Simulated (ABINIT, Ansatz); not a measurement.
## A GW run on RbCl (Fm-3m) in ABINIT, with inputs changed

What do changed inputs do to GW on RbCl (Fm-3m)?

Calculated with ABINIT 10.8.3; LDA and many-body steps on it, plane waves.

The database entry behind the starting cell differs from later determinations by our own check (about 0.5 % short), so it need not match the best structure at ambient conditions.

### Step 1. Starting point

The structure is cubic, space group Fm-3m (No. 225). Conventional cell: a = 6.548 Å, b = 6.548 Å, c = 6.548 Å, α = 90.00°, β = 90.00°, γ = 90.00°. Rb has 6 Cl at 3.27 Å nearest. Nearest to Cl lie 6 Rb at 3.27 Å. Farther neighbours and most contacts between anions are not listed.

The cell and positions come from the Crystallography Open Database and are kept as given unless a step says otherwise.

### Step 2. Screening, 4×4×4 mesh, 139 bands, screening to 141.5 eV

This step: ABINIT 10.8.3; RPA screening on LDA, plane waves, norm-conserving pseudopotentials.

The RPA dielectric matrix is built and inverted for each q.

Contents of run.abi:

```
acell 3*1.0 Angstrom
rprim 
  -0.000000000000 3.274000000000 3.274000000000
  3.274000000000 0.000000000000 3.274000000000
  3.274000000000 3.274000000000 -0.000000000000
ntypat 2
znucl 37 17
natom 2
typat 1 2
xred 
  0.000000000000 0.000000000000 0.000000000000
  0.500000000000 0.500000000000 0.500000000000
pp_dirpath "pseudos"
pseudos "Rb.upf, Cl.upf"
ecut 24
ngkpt 4 4 4
nshiftk 1
shiftk 0 0 0
kptopt 1
chksymbreak 0
istwfk *1
occopt 1
irdwfk 1
optdriver 3
nband 139
ecuteps 5.2
inclvkb 2
awtr 1
symchi 1
indata_prefix "in"
outdata_prefix "out"
tmpdata_prefix "tmp"
```

Launch:

```bash
> OMP_NUM_THREADS=1 mpirun -n 4 abinit run.abi > log
```

What it wrote:

```text
.Version 10.8.3 of ABINIT. v10.8.2 released Aug 2026.

 Symmetries : space group Fm -3 m (#225); Bravais cF (face-center cubic)
[... echo of the input left out ...]
== DATASET  1 ==================================================================
-   mpi_nproc: 4, omp_nthreads: 1 (-1 if OMP is not activated)

--- !DatasetInfo
iteration_state: {dtset: 1, }
dimensions: {natom: 2, nkpt: 8, mband: 139, nsppol: 1, nspinor: 1, nspden: 1, mpw: 2698, }
cutoff_energies: {ecut:  24.0, pawecutdg:  -1.0, }
electrons: {nelect:   1.60000000E+01, charge:   0.00000000E+00, occopt:   1.00000000E+00, tsmear:   1.00000000E-02, }

 SCREENING: Calculation of the susceptibility and dielectric matrices

 Based on a program developped by R.W. Godby, V. Olevano, G. Onida, and L. Reining.
 Incorporated in ABINIT by V. Olevano, G.-M. Rignanese, and M. Torrent.
.Using double precision arithmetic ; gwpc =  8

[... cell and pseudopotentials left out ...]
--------------------------------------------------------------------------------

 ==== K-mesh for the wavefunctions ====
 Number of points in the irreducible wedge :     8
[... list of points left out ...]
 Together with 48 symmetry operations and time-reversal symmetry
 yields    64 points in the full Brillouin Zone.

 ==== Q-mesh for the screening function ====
 Number of points in the irreducible wedge :     8
[... list of points left out ...]
 Together with 48 symmetry operations and time-reversal symmetry
 yields    64 points in the full Brillouin Zone.

 setmesh: FFT mesh size selected  =    30x   30x   30
          total number of points  =        27000

 vcoul_init : cutoff-mode = AUXILIARY_FUNCTION
 q-points for optical limit:   1
     1)      0.000010    0.000020    0.000030

- screening: taking advantage of time-reversal symmetry
- Maximum band index for partially occupied states nbvw = 8
- Remaining bands to be divided among processors   nbcw = 131
- Number of bands treated by each node ~32

 Number of electrons calculated from density =   16.0000; Expected =   16.0000
 average of density, n =  0.033780
 r_s =    1.9190
 omega_plasma =   17.7290 [eV]

 calculating chi0 at frequencies [eV] :
  1    0.000000E+00    0.000000E+00
  2    0.000000E+00    1.772900E+01

--------------------------------------------------------------------------------
  q-point number  1        q = ( 0.000000, 0.000000, 0.000000) [r.l.u.]
--------------------------------------------------------------------------------
[... chi0 elements left out ...]
 For q-point:  0.000010 0.000020 0.000030
  dielectric constant =   2.3102
  dielectric constant without local fields =   2.7363

  Average fulfillment of the sum rule on Im[epsilon] for q-point    1 :     82.02  [%]
[... wings left out ...]
  q-point number  2        q = ( 0.250000, 0.000000, 0.000000) [r.l.u.]
--------------------------------------------------------------------------------
[... chi0 elements left out ...]
  Average fulfillment of the sum rule on Im[epsilon] for q-point    2 :     88.22  [%]

 [... 6 further q-points ...]
```

The job ended after 24 s (4 MPI ranks of Arm Neoverse V2, shared host; peak memory 0.95 GiB; 96 s of CPU time).

This step gave:

```
ε∞ with local fields, on this mesh, along the program's q direction : 2.310
the same without local fields                                       : 2.736
plasma frequency                                                    : 17.73 eV
plane waves in the screening matrix                                 : 283
```

Local fields lower ε∞ by 16 %.

### Step 3. Base

The self-energy is evaluated for the states that the input lists, and the levels follow from it, in one-shot runs by the linearised quasiparticle equation.

This step: G0W0 on LDA, plane waves, norm-conserving pseudopotentials.

run.abi, as its differences from that of step 2:

```diff
@@ -23,8 +23,15 @@
 irdwfk 1
-optdriver 3
+optdriver 4
 nband 139
+gwcalctyp 0
+ecutsigx 24
+symsigma 1
+nkptgw 1
+kptgw 
+  0.0000000000 0.0000000000 0.0000000000
+bdgw 
+  6 12
 ecuteps 5.2
-inclvkb 2
-awtr 1
-symchi 1
+irdscr 1
+ppmodel 1
 indata_prefix "in"
```

What it wrote:

```text
.Version 10.8.3 of ABINIT. v10.8.2 released Aug 2026.

 Symmetries : space group Fm -3 m (#225); Bravais cF (face-center cubic)
[... echo of the input left out ...]
== DATASET  1 ==================================================================
-   mpi_nproc: 4, omp_nthreads: 1 (-1 if OMP is not activated)

--- !DatasetInfo
iteration_state: {dtset: 1, }
dimensions: {natom: 2, nkpt: 8, mband: 139, nsppol: 1, nspinor: 1, nspden: 1, mpw: 2698, }
cutoff_energies: {ecut:  24.0, pawecutdg:  -1.0, }
electrons: {nelect:   1.60000000E+01, charge:   0.00000000E+00, occopt:   1.00000000E+00, tsmear:   1.00000000E-02, }

 SIGMA: Calculation of the GW corrections

 Based on a program developped by R.W. Godby, V. Olevano, G. Onida, and L. Reining.
 Incorporated in ABINIT by V. Olevano, G.-M. Rignanese, and M. Torrent.
.Using double precision arithmetic ; gwpc =  8

[... cell and pseudopotentials left out ...]
--------------------------------------------------------------------------------

 ==== K-mesh for the wavefunctions ====
 Number of points in the irreducible wedge :     8
[... list of points left out ...]
 Together with 48 symmetry operations and time-reversal symmetry
 yields    64 points in the full Brillouin Zone.

 ==== Q-mesh for screening function ====
 Number of points in the irreducible wedge :     8
[... list of points left out ...]
 Together with 48 symmetry operations and time-reversal symmetry
 yields    64 points in the full Brillouin Zone.

 vcoul_init : cutoff-mode = AUXILIARY_FUNCTION
 q-points for optical limit:   1
     1)      0.000010    0.000020    0.000030
 setmesh: FFT mesh size selected  =    40x   40x   40
          total number of points  =        64000

 Number of electrons calculated from density =   16.0000; Expected =   16.0000
 average of density, n =  0.033780
 r_s =    1.9190
 omega_plasma =   17.7290 [eV]

 === KS Band Gaps ===
  >>>> For spin  1
   Minimum direct gap =   4.5949 [eV], located at k-point      :   0.0000  0.0000  0.0000
   Fundamental gap    =   4.5949 [eV], Top of valence bands at :   0.0000  0.0000  0.0000
                                       Bottom of conduction at :   0.0000  0.0000  0.0000
 SIGMA fundamental parameters:
 PLASMON POLE MODEL  1
 number of plane-waves for SigmaX                 2685
 number of plane-waves for SigmaC and W            283
 number of plane-waves for wavefunctions          2685
 number of bands                                   139
 number of independent spin polarizations            1
 number of spinorial components                      1
 number of k-points in IBZ                           8
 number of q-points in IBZ                           8
 number of symmetry operations                      48
 number of k-points in BZ                           64
 number of q-points in BZ                           64
 number of frequencies for dSigma/dE                 9
 frequency step for dSigma/dE [eV]                0.25
 number of omega for Sigma on real axis              0
 max omega for Sigma on real axis  [eV]           0.00
 zcut for avoiding poles [eV]                     0.10

 EPSILON^-1 parameters (SCR file):
 dimension of the eps^-1 matrix on file            283
 dimension of the eps^-1 matrix used               283
 number of plane-waves for wavefunctions          2685
 number of bands                                   139
 number of q-points in IBZ                           8
 number of frequencies                               2
 number of real frequencies                          1
 number of imag frequencies                          1

 matrix elements of self-energy operator (all in [eV])

 Perturbative Calculation

--- !SelfEnergy_ee
iteration_state: {dtset: 1, }
kpoint     : [   0.000,    0.000,    0.000, ]
spin       : 1
KS_gap     :    4.595
QP_gap     :    7.743
Delta_QP_KS:    3.148
data: !SigmaeeData |
     Band     E0 <VxcDFT>   SigX SigC(E0)      Z dSigC/dE  Sig(E)    E-E0       E
        6  -1.612 -13.898 -18.466   2.059   0.800  -0.250 -15.905  -2.008  -3.620
        7  -1.612 -13.898 -18.466   2.059   0.800  -0.250 -15.905  -2.008  -3.620
        8  -1.612 -13.898 -18.466   2.059   0.800  -0.250 -15.905  -2.008  -3.620
        9   2.983  -7.316  -3.142  -2.862   0.869  -0.150  -6.176   1.140   4.123
       10   6.105  -8.154  -3.404  -2.927   0.867  -0.154  -6.573   1.581   7.686
       11   6.105  -8.154  -3.404  -2.927   0.867  -0.154  -6.573   1.581   7.686
       12   6.105  -8.154  -3.404  -2.927   0.867  -0.154  -6.573   1.581   7.686

== END DATASET(S) ==============================================================
================================================================================

 -outvars: echo values of variables after computation  --------
           etotal      0.0000000000E+00
            nband         139
             nkpt           8
          spgroup         225
 [... the other variables as echoed above ...]

 Calculation completed.
```

Elapsed: 8.3 s, on 4 MPI ranks; peak memory 0.87 GiB; 33 s of CPU time.

This step gave:

```
G0W0 gap on the points computed              : 7.743 eV
starting gap on the mesh                     : 4.595 eV
k of the valence top                         : 0, 0, 0
k of the conduction bottom                   : 0, 0, 0
Z at the valence top                         : 0.8
Z at the conduction bottom                   : 0.869
least direct G0W0 gap on the computed points : 7.743 eV
```

The gap on the mesh goes from 4.59 eV to 7.74 eV, a correction of +3.15 eV.

### Step 4. Exchange cutoff

run.abi, as its differences from that of step 3:

```diff
@@ -26,3 +26,3 @@
 gwcalctyp 0
-ecutsigx 24
+ecutsigx 7.2
 symsigma 1
```

What it wrote:

```text
.Version 10.8.3 of ABINIT. v10.8.2 released Aug 2026.

 Symmetries : space group Fm -3 m (#225); Bravais cF (face-center cubic)
[... echo of the input left out ...]
== DATASET  1 ==================================================================
-   mpi_nproc: 4, omp_nthreads: 1 (-1 if OMP is not activated)

--- !DatasetInfo
iteration_state: {dtset: 1, }
dimensions: {natom: 2, nkpt: 8, mband: 139, nsppol: 1, nspinor: 1, nspden: 1, mpw: 2698, }
cutoff_energies: {ecut:  24.0, pawecutdg:  -1.0, }
electrons: {nelect:   1.60000000E+01, charge:   0.00000000E+00, occopt:   1.00000000E+00, tsmear:   1.00000000E-02, }

 SIGMA: Calculation of the GW corrections

 Based on a program developped by R.W. Godby, V. Olevano, G. Onida, and L. Reining.
 Incorporated in ABINIT by V. Olevano, G.-M. Rignanese, and M. Torrent.
.Using double precision arithmetic ; gwpc =  8

[... cell and pseudopotentials left out ...]
--------------------------------------------------------------------------------

 ==== K-mesh for the wavefunctions ====
 Number of points in the irreducible wedge :     8
[... list of points left out ...]
 Together with 48 symmetry operations and time-reversal symmetry
 yields    64 points in the full Brillouin Zone.

 ==== Q-mesh for screening function ====
 Number of points in the irreducible wedge :     8
[... list of points left out ...]
 Together with 48 symmetry operations and time-reversal symmetry
 yields    64 points in the full Brillouin Zone.

 vcoul_init : cutoff-mode = AUXILIARY_FUNCTION
 q-points for optical limit:   1
     1)      0.000010    0.000020    0.000030
 setmesh: FFT mesh size selected  =    30x   30x   30
          total number of points  =        27000

 Number of electrons calculated from density =   16.0000; Expected =   16.0000
[...]
number of q-points in BZ                           64
 number of frequencies for dSigma/dE                 9
 frequency step for dSigma/dE [eV]                0.25
 number of omega for Sigma on real axis              0
 max omega for Sigma on real axis  [eV]           0.00
 zcut for avoiding poles [eV]                     0.10

 EPSILON^-1 parameters (SCR file):
 dimension of the eps^-1 matrix on file            283
 dimension of the eps^-1 matrix used               283
 number of plane-waves for wavefunctions          2685
 number of bands                                   139
 number of q-points in IBZ                           8
 number of frequencies                               2
 number of real frequencies                          1
 number of imag frequencies                          1

 matrix elements of self-energy operator (all in [eV])

 Perturbative Calculation

--- !SelfEnergy_ee
iteration_state: {dtset: 1, }
kpoint     : [   0.000,    0.000,    0.000, ]
spin       : 1
KS_gap     :    4.595
QP_gap     :    7.720
Delta_QP_KS:    3.125
data: !SigmaeeData |
     Band     E0 <VxcDFT>   SigX SigC(E0)      Z dSigC/dE  Sig(E)    E-E0       E
        6  -1.612 -13.898 -18.422   2.059   0.800  -0.250 -15.870  -1.972  -3.585
        7  -1.612 -13.898 -18.422   2.059   0.800  -0.250 -15.870  -1.972  -3.585
        8  -1.612 -13.898 -18.422   2.059   0.800  -0.250 -15.870  -1.972  -3.585
        9   2.983  -7.316  -3.128  -2.862   0.869  -0.150  -6.163   1.153   4.135
       10   6.105  -8.154  -3.387  -2.927   0.867  -0.154  -6.559   1.595   7.701
       11   6.105  -8.154  -3.387  -2.927   0.867  -0.154  -6.559   1.595   7.701
       12   6.105  -8.154  -3.387  -2.927   0.867  -0.154  -6.559   1.595   7.701

== END DATASET(S) ==============================================================
================================================================================

 -outvars: echo values of variables after computation  --------
           etotal      0.0000000000E+00
            nband         139
             nkpt           8
          spgroup         225
 [... the other variables as echoed above ...]

 Calculation completed.
```

The job ended after 8.2 s (4 MPI ranks; peak memory 0.86 GiB).

This step gave:

```yaml
g0w0_gap_on_the_points_computed: 7.72 eV
starting_gap_on_the_mesh: 4.595 eV
k_of_the_valence_top: 0, 0, 0
k_of_the_conduction_bottom: 0, 0, 0
z_at_the_valence_top: 0.8
z_at_the_conduction_bottom: 0.869
least_direct_g0w0_gap_on_the_computed_points: 7.72 eV
```

### Step 5. More bands than the file holds

run.abi, as its differences from that of step 4:

```diff
@@ -24,5 +24,5 @@
 optdriver 4
-nband 139
+nband 990
 gwcalctyp 0
-ecutsigx 7.2
+ecutsigx 24
 symsigma 1
```

What it wrote:

```text
.Version 10.8.3 of ABINIT. v10.8.2 released Aug 2026.

 Symmetries : space group Fm -3 m (#225); Bravais cF (face-center cubic)
================================================================================
 Values of the parameters that define the memory need of the present run
     intxc =       0    ionmov =       0      iscf =       7    lmnmax =       6
     lnmax =       6     mgfft =      40  mpssoang =       3    mqgrid =    3001
     natom =       2  nloc_mem =       1    nspden =       1   nspinor =       1
    nsppol =       1      nsym =      48    n1xccc =    2501    ntypat =       2
    occopt =       1   xclevel =       1
-    mband =         990        mffmem =           1         mkmem =           2
       mpw =        2698          nfft =       64000          nkpt =           8
================================================================================
  Rough estimation (10% accuracy) of disk space for files :
================================================================================

--------------------------------------------------------------------------------
------------- Echo of variables that govern the present computation ------------
--------------------------------------------------------------------------------
 -outvars: echo values of preprocessed input variables --------
            acell      1.8897261259E+00  1.8897261259E+00  1.8897261259E+00 Bohr

             bdgw           6      12
      chksymbreak           0
             ecut      2.40000000E+01 Hartree
          ecuteps      5.20000000E+00 Hartree
         ecutsigx      2.40000000E+01 Hartree
          ecutwfn      2.40000000E+01 Hartree
-          fftalg         312
           irdscr           1
           irdwfk           1

              ixc       -1012
[...]
SIGMA: Calculation of the GW corrections

 Based on a program developped by R.W. Godby, V. Olevano, G. Onida, and L. Reining.
 Incorporated in ABINIT by V. Olevano, G.-M. Rignanese, and M. Torrent.
.Using double precision arithmetic ; gwpc =  8

 Real(R)+Recip(G) space primitive vectors, cartesian coordinates (Bohr,Bohr^-1):
 R(1)=  0.0000000  6.1869633  6.1869633  G(1)= -0.0808151  0.0808151  0.0808151
 R(2)=  6.1869633  0.0000000  6.1869633  G(2)=  0.0808151 -0.0808151  0.0808151
 R(3)=  6.1869633  6.1869633  0.0000000  G(3)=  0.0808151  0.0808151 -0.0808151
 Unit cell volume ucvol=  4.7365554E+02 bohr^3
 Angles (23,13,12)=  6.00000000E+01  6.00000000E+01  6.00000000E+01 degrees

--- Pseudopotential description ------------------------------------------------
- Rb Generated using ONCVPSP code by D. R. Hamann
- 37.00000   9.00000  180309                  znucl, zion, pspdat
12 -1012 2 -1 2226                            pspcod,pspxc,lmax,lloc,mmax
     nproj     2     2     2
  pspatm : epsatm=   34.43095479
         --- l  ekb(1:nproj) -->
[...]
pspatm: atomic psp has been read  and splines computed

- Cl Generated using ONCVPSP code by D. R. Hamann
- 17.00000   7.00000  180309                  znucl, zion, pspdat
12 -1012 2 -1 1016                            pspcod,pspxc,lmax,lloc,mmax
     nproj     2     2     2
  pspatm : epsatm=    8.88507506
         --- l  ekb(1:nproj) -->
[...]
1    3.854313    1.104197
             2   -2.920207   -0.831515
 pspatm: atomic psp has been read  and splines computed

   6.93056478E+02                                ecore*ucvol(ha*bohr**3)
--------------------------------------------------------------------------------

--- !ERROR
message: |
    Number of bands stored WFK file is less than required.
    WFK mband: 338, self-energy nband: 990

--- !ERROR
message: |
    Number of bands stored WFK file is less than required.
    WFK mband: 338, self-energy nband: 990

--- from the log ---
Number of bands stored WFK file is less than required.
    WFK mband: 338, self-energy nband: 990
```

Elapsed: 1.7 s, on 4 MPI ranks; peak memory 0.06 GiB.

The run stopped with an error after 1.7 s.

The program's words: Number of bands stored WFK file is less than required. WFK mband: 338, self-energy nband: 990

The fault put into this input: more bands than the file holds.

### Step 6. The runs together

Times are wall times on 4 MPI ranks of Arm Neoverse V2, shared host, good to a factor of about two. A run's time includes the screening step that it read.

```csv
run,mesh,bands,screening cutoff (eV),DFT gap (eV),gap on the mesh (eV),direct (eV),ε∞ used,time
base,4×4×4,139,141.5,4.595,7.743,7.743,2.31,32 s
exchange cutoff,4×4×4,139,141.5,4.595,7.720,7.720,2.31,32 s
```

### Step 7. Summary of results

```
base            : 7.743 eV
exchange cutoff : 7.720 eV
known limits    : not at the basis limit; no spin-orbit coupling
```

Exchange cutoff: −0.023 eV against base (keys changed: ecutsigx). Bands and cutoff are finite, so the gap is not at the basis limit. The miss can reach some tenths of an eV and take either sign; the mesh is an error of its own. In the G0W0 runs levels were corrected at 1 k point alone, so a gap called «on the mesh» is the least over those, and an edge elsewhere would be missed. The many-body steps are scalar-relativistic: spin-orbit coupling is not in them.

[Paths, hosts, dates, memory and timing lines, banners, echoed tables and standing remarks are left out of the program output.]

[Logs are printed without paths, hosts, clocks, repeated set-up lines and the standing remarks that a program may print on its own settings, such as how far it seeks lower states.]

[Runs of the session that timed out or met a known fault of the program may be left out.]

[Hosts, paths, dates, database ids (printed as entryN), source tags and the programs' standing remarks are cut or masked in the printed files.]

[G0W0 gaps are taken among the corrected bands and points alone; a level outside them can change the order at an edge.]

[Where Ansatz stands beside ABINIT at settings called matched, ABINIT's density can come from a denser mesh and the files from another edition; pairs whose starting gaps differed by over 0.03 eV were left out, so agreement reads better than it is.]
